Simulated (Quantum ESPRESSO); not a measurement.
# CsPbCl3 (Pm-3m) in Quantum ESPRESSO: a series of runs

One crystal, CsPbCl3, is run at these levels: LDA, r2SCAN; tasks: single point, equation of state, band structure.

Everything below comes from runs of Quantum ESPRESSO 7.5. Logs are shortened: lines on timing, memory, paths and dates and some standing lists are left out, and cuts for length are marked.

### Step 1. Starting point

The structure is cubic, space group Pm-3m (No. 221). Conventional cell: a = 5.605 Å, b = 5.605 Å, c = 5.605 Å, α = 90.00°, β = 90.00°, γ = 90.00°. Pb (site symmetry m-3m) has 6 Cl at 2.80 Å as nearest neighbours. Cs (site symmetry m-3m) has 12 Cl at 3.96 Å as nearest neighbours. Cl (site symmetry 4/mmm) is surrounded by 2 Pb at 2.80 Å.

### Step 2. Single point, LDA, 33.10 Å³/atom

File pw.in:

```
&CONTROL
  calculation = 'scf'
  prefix = 'pwscf'
  outdir = './tmp'
  pseudo_dir = './pseudo'
  tprnfor = .true.
  tstress = .true.
  disk_io = 'nowf'
/
&SYSTEM
  ibrav = 0
  nat = 5
  ntyp = 3
  ecutwfc = 45
  ecutrho = 360
  nbnd = 31
  occupations = 'smearing'
  smearing = 'fd'
  degauss = 0.00367493
/
&ELECTRONS
  conv_thr = 1d-09
  electron_maxstep = 120
  mixing_beta = 0.5
/
ATOMIC_SPECIES
Pb   207.2000 pb_lda_v1.uspp.F.UPF
Cs   132.9055 cs_lda_v1.uspp.F.UPF
Cl    35.4500 cl_lda_v1.4.uspp.F.UPF
CELL_PARAMETERS angstrom
   5.4905801394    0.0000000000    0.0000000000
   0.0000000000    5.4905801394    0.0000000000
   0.0000000000    0.0000000000    5.4905801394
ATOMIC_POSITIONS crystal
Pb     0.5000000000    0.5000000000    0.5000000000
Cs     0.0000000000    0.0000000000    0.0000000000
Cl     0.5000000000    0.0000000000    0.5000000000
Cl     0.0000000000    0.5000000000    0.5000000000
Cl     0.5000000000    0.5000000000    0.0000000000
K_POINTS automatic
5 5 5 0 0 0
```

Potentials or basis: GBRV 1.5 LDA.

On the command line:

```console
$ OMP_NUM_THREADS=1 mpirun -n 2 pw.x -nk 2 -in pw.in > pw.out
```

pw.out:

```text
This program is part of the open-source Quantum ESPRESSO suite
     for quantum simulation of materials; please cite
         "P. Giannozzi et al., J. Phys.:Condens. Matter 21 395502 (2009);
         "P. Giannozzi et al., J. Phys.:Condens. Matter 29 465901 (2017);
         "P. Giannozzi et al., J. Chem. Phys. 152 154105 (2020);
     in publications or presentations arising from this work. More details at

     Message from routine setup:
     using ibrav=0 with symmetry is DISCOURAGED, use correct ibrav instead

     K-points division:     npool     =       2
     Subspace diagonalization in iterative solution of the eigenvalue problem:
     a serial algorithm will be used

     G-vector sticks info
     --------------------
     sticks:   dense  smooth     PW     G-vecs:    dense   smooth      PW
     Sum        3093    1549    437               128923    45553    6859

     Using Slab Decomposition

     bravais-lattice index     =            0
     lattice parameter (alat)  =      10.3757  a.u.
     unit-cell volume          =    1116.9952 (a.u.)^3
     number of atoms/cell      =            5
     number of atomic types    =            3
     number of electrons       =        44.00
     number of Kohn-Sham states=           31
     kinetic-energy cutoff     =      45.0000  Ry
     charge density cutoff     =     360.0000  Ry
     scf convergence threshold =      1.0E-09
     mixing beta               =       0.5000
     number of iterations used =            8  plain     mixing
     Exchange-correlation=  SLA  PZ   NOGX NOGC
                           (   1   1   0   0   0   0   0)

     celldm(1)=  10.375693  celldm(2)=   0.000000  celldm(3)=   0.000000
     celldm(4)=   0.000000  celldm(5)=   0.000000  celldm(6)=   0.000000

     crystal axes: (cart. coord. in units of alat)
               a(1) = (   1.000000   0.000000   0.000000 )
               a(2) = (   0.000000   1.000000   0.000000 )
               a(3) = (   0.000000   0.000000   1.000000 )

     reciprocal axes: (cart. coord. in units 2 pi/alat)
               b(1) = (  1.000000  0.000000  0.000000 )
               b(2) = (  0.000000  1.000000  0.000000 )
               b(3) = (  0.000000  0.000000  1.000000 )

     PseudoPot. # 1 for Pb read from file:
     pb_lda_v1.uspp.F.UPF
     Pseudo is Ultrasoft + core correction, Zval = 14.0
     Generated by new atomic code, or converted to UPF format
     Using radial grid of  899 points,  6 beta functions with:
                l(1) =   0
                l(2) =   0
                l(3) =   1
                l(4) =   1
                l(5) =   2
                l(6) =   2
     Q(r) pseudized with  6 coefficients,  rinner =    1.000   1.000   1.000
                                                       1.000   1.000

     PseudoPot. # 2 for Cs read from file:
     cs_lda_v1.uspp.F.UPF
     Pseudo is Ultrasoft + core correction, Zval =  9.0
     Generated by new atomic code, or converted to UPF format
     Using radial grid of  905 points,  6 beta functions with:
                l(1) =   0
                l(2) =   0
                l(3) =   1
                l(4) =   1
                l(5) =   2
                l(6) =   2
     Q(r) pseudized with  6 coefficients,  rinner =    1.500   1.500   1.500
                                                       1.500   1.500

     PseudoPot. # 3 for Cl read from file:
     cl_lda_v1.4.uspp.F.UPF
     Pseudo is Ultrasoft + core correction, Zval =  7.0
     Generated by new atomic code, or converted to UPF format
     Using radial grid of  909 points,  6 beta functions with:
                l(1) =   0
                l(2) =   0
                l(3) =   1
                l(4) =   1
                l(5) =   2
                l(6) =   2
     Q(r) pseudized with  8 coefficients,  rinner =    1.300   1.300   1.300
                                                       1.300   1.300

     atomic species   valence    mass     pseudopotential
     Pb               14.00   207.20000     Pb( 1.00)
     Cs                9.00   132.90550     Cs( 1.00)
     Cl                7.00    35.45000     Cl( 1.00)

     48 Sym. Ops., with inversion, found

   Cartesian axes

     site n.     atom                  positions (alat units)
         1        Pb     tau(   1) = (   0.5000000   0.5000000   0.5000000  )
         2        Cs     tau(   2) = (   0.0000000   0.0000000   0.0000000  )
         3        Cl     tau(   3) = (   0.5000000   0.0000000   0.5000000  )
         4        Cl     tau(   4) = (   0.0000000   0.5000000   0.5000000  )
         5        Cl     tau(   5) = (   0.5000000   0.5000000   0.0000000  )

     number of k points=    10  Fermi-Dirac smearing, width (Ry)=  0.0037
                       cart. coord. in units 2pi/alat
        k(    1) = (   0.0000000   0.0000000   0.0000000), wk =   0.0160000
        k(    2) = (   0.0000000   0.0000000   0.2000000), wk =   0.0960000
        k(    3) = (   0.0000000   0.0000000   0.4000000), wk =   0.0960000
        k(    4) = (   0.0000000   0.2000000   0.2000000), wk =   0.1920000
        k(    5) = (   0.0000000   0.2000000   0.4000000), wk =   0.3840000
        k(    6) = (   0.0000000   0.4000000   0.4000000), wk =   0.1920000
        k(    7) = (   0.2000000   0.2000000   0.2000000), wk =   0.1280000
        k(    8) = (   0.2000000   0.2000000   0.4000000), wk =   0.3840000
        k(    9) = (   0.2000000   0.4000000   0.4000000), wk =   0.3840000
        k(   10) = (   0.4000000   0.4000000   0.4000000), wk =   0.1280000

     Dense  grid:   128923 G-vectors     FFT dimensions: (  64,  64,  64)

     Smooth grid:    45553 G-vectors     FFT dimensions: (  45,  45,  45)

     Check: negative core charge=   -0.000001

     Initial potential from superposition of free atoms

     starting charge      43.9663, renormalised to      44.0000

     negative rho (up, down):  5.913E-02 0.000E+00
     Starting wfcs are   34 randomized atomic wfcs

     Self-consistent Calculation

     iteration #  1     ecut=    45.00 Ry     beta= 0.50
     Davidson diagonalization with overlap
     ethr =  1.00E-02,  avg # of iterations =  3.7

     Threshold (ethr) on eigenvalues was too large:
     Diagonalizing with lowered threshold

     Davidson diagonalization with overlap
     ethr =  3.59E-04,  avg # of iterations =  2.8

     negative rho (up, down):  5.900E-02 0.000E+00

     total energy              =    -327.42662797 Ry
     estimated scf accuracy    <       0.14870942 Ry

     iteration #  2     ecut=    45.00 Ry     beta= 0.50
     Davidson diagonalization with overlap
     ethr =  3.38E-04,  avg # of iterations =  2.0

     negative rho (up, down):  5.818E-02 0.000E+00

     total energy              =    -327.46401592 Ry
     estimated scf accuracy    <       0.00952119 Ry

     iteration #  3     ecut=    45.00 Ry     beta= 0.50
     Davidson diagonalization with overlap
     ethr =  2.16E-05,  avg # of iterations =  3.9

     negative rho (up, down):  5.736E-02 0.000E+00

     total energy              =    -327.46499257 Ry
     estimated scf accuracy    <       0.00129039 Ry

     iteration #  4     ecut=    45.00 Ry     beta= 0.50
     Davidson diagonalization with overlap
     ethr =  2.93E-06,  avg # of iterations =  4.1
[... 37 lines left out ...]
     negative rho (up, down):  5.762E-02 0.000E+00

     total energy              =    -327.46515320 Ry
     estimated scf accuracy    <          9.8E-09 Ry

     iteration #  9     ecut=    45.00 Ry     beta= 0.50
     Davidson diagonalization with overlap
     ethr =  2.22E-11,  avg # of iterations =  1.3

     negative rho (up, down):  5.761E-02 0.000E+00

     total energy              =    -327.46515320 Ry
     estimated scf accuracy    <          1.9E-09 Ry

     iteration # 10     ecut=    45.00 Ry     beta= 0.50
     Davidson diagonalization with overlap
     ethr =  4.25E-12,  avg # of iterations =  6.6

     negative rho (up, down):  5.761E-02 0.000E+00

     End of self-consistent calculation

          k = 0.0000 0.0000 0.0000 (  5695 PWs)   bands (ev):

   -16.8399 -12.2634 -12.2634 -11.9007 -11.9007 -11.9007 -10.8815  -9.7439
    -9.7439  -3.6046  -3.6046  -3.6046  -2.1223  -0.5165  -0.5165  -0.5165
     1.7092   1.7092   1.7092   1.8567   1.8567   1.8567   7.4702   8.3862
     8.3862   9.3832   9.3832   9.3832  10.9496  10.9496  10.9496

          k = 0.0000 0.0000 0.2000 (  5686 PWs)   bands (ev):

   -16.8387 -12.2632 -12.2156 -11.9015 -11.9015 -11.9007 -10.8225  -9.8918
    -9.7430  -3.5934  -3.5923  -3.5923  -2.6910  -0.4936  -0.4936   0.3766
     1.6559   1.6698   1.6698   1.8091   1.8091   1.8985   7.8829   8.6883
     8.6978   9.5279   9.5959   9.5959   9.8542  10.9001  10.9001

          k = 0.0000 0.0000 0.4000 (  5678 PWs)   bands (ev):

   -16.8368 -12.2630 -12.1355 -11.9028 -11.9028 -11.9007 -10.6285 -10.2328
    -9.7414  -3.5752  -3.5720  -3.5720  -3.1898  -0.4558  -0.4558   1.0170
     1.5735   1.6158   1.6158   1.7239   1.7239   2.6432   7.8965   8.7822
     9.3115   9.5299   9.8472   9.8472   9.8867  11.2679  11.2680

          k = 0.0000 0.2000 0.2000 (  5706 PWs)   bands (ev):

   -16.8376 -12.2404 -12.1878 -11.9023 -11.9015 -11.9015 -10.7698  -9.9499
    -9.8215  -3.6077  -3.5814  -3.5758  -3.1346  -0.4612   0.0472   0.5918
     1.4677   1.6294   1.7374   1.7542   1.9211   1.9601   8.2128   8.8727
     8.9582   9.4542   9.5270   9.6199   9.7873  10.5762  10.7303

          k = 0.0000 0.2000 0.4000 (  5699 PWs)   bands (ev):
[... 20 lines left out ...]
          k = 0.2000 0.2000 0.4000 (  5694 PWs)   bands (ev):

   -16.8349 -12.1874 -12.0971 -11.9036 -11.9035 -11.9023 -10.5639 -10.2438
    -9.9455  -3.9456  -3.6116  -3.6077  -3.5658   0.1438   0.4546   0.9400
     1.2842   1.4609   1.8253   1.8566   1.9520   2.9113   7.4697   8.7067
     8.7725   9.2898   9.7752   9.8217  10.4865  10.8201  10.8910

          k = 0.2000 0.4000 0.4000 (  5696 PWs)   bands (ev):

   -16.8334 -12.1457 -12.0375 -11.9049 -11.9036 -11.9036 -10.4599 -10.2921
   -10.1264  -4.3611  -3.6378  -3.6311  -3.5863   0.3615   0.9080   1.1646
     1.2307   1.4395   1.8500   1.9068   2.1369   3.5386   7.1015   7.2038
     8.4180   9.5993  10.0990  10.1292  10.4106  10.5457  11.0109

          k = 0.4000 0.4000 0.4000 (  5718 PWs)   bands (ev):

   -16.8320 -12.0374 -12.0374 -11.9049 -11.9049 -11.9049 -10.4111 -10.2877
   -10.2877  -4.7767  -3.6657  -3.6657  -3.6460   1.0353   1.1219   1.1219
     1.4106   1.4106   2.1182   2.1182   2.1571   4.0673   6.7332   6.7332
     6.9595   9.4033  10.0081  10.0081  10.0273  10.9910  10.9910

     the Fermi energy is     5.4006 ev

!    total energy              =    -327.46515320 Ry
     estimated scf accuracy    <          2.1E-10 Ry
     smearing contrib. (-TS)   =      -0.00000000 Ry
     internal energy E=F+TS    =    -327.46515320 Ry

     The total energy is F=E-TS. E is the sum of the following terms:
     one-electron contribution =     -95.82290264 Ry
     hartree contribution      =      68.50039507 Ry
     xc contribution           =    -121.55556633 Ry
     ewald contribution        =    -178.58707931 Ry

     convergence has been achieved in  10 iterations

     negative rho (up, down):  5.761E-02 0.000E+00

     Forces acting on atoms (cartesian axes, Ry/au):

     atom    1 type  1   force =     0.00000000    0.00000000    0.00000000
     atom    2 type  2   force =     0.00000000    0.00000000    0.00000000
     atom    3 type  3   force =     0.00000000    0.00000000    0.00000000
     atom    4 type  3   force =     0.00000000    0.00000000    0.00000000
     atom    5 type  3   force =     0.00000000    0.00000000    0.00000000

     Total force =     0.000000     Total SCF correction =     0.000000

     Computing stress (Cartesian axis) and pressure

     negative rho (up, down):  5.761E-02 0.000E+00
          total   stress  (Ry/bohr**3)                   (kbar)     P=        3.24
   0.00002204   0.00000000   0.00000000            3.24        0.00        0.00
   0.00000000   0.00002204   0.00000000            0.00        3.24        0.00
   0.00000000   0.00000000   0.00002204            0.00        0.00        3.24

=------------------------------------------------------------------------------=
   JOB DONE.
=------------------------------------------------------------------------------=
```

Wall time 41 s (2 MPI ranks of Arm Neoverse V1, shared host); peak memory 0.62 GiB.

Results:

```yaml
Free_energy: -4455.3904 eV
Pressure: 0.3 GPa
Band_gap_on_the_k_mesh: 2.67 eV, direct
```

Caveat: spin-orbit coupling is left out, which as a rule narrows the gap of such compounds by several tenths of an eV; an odd mesh through Γ misses points on the zone boundary, where band edges often lie.

(Continued in part 2 of 2.)
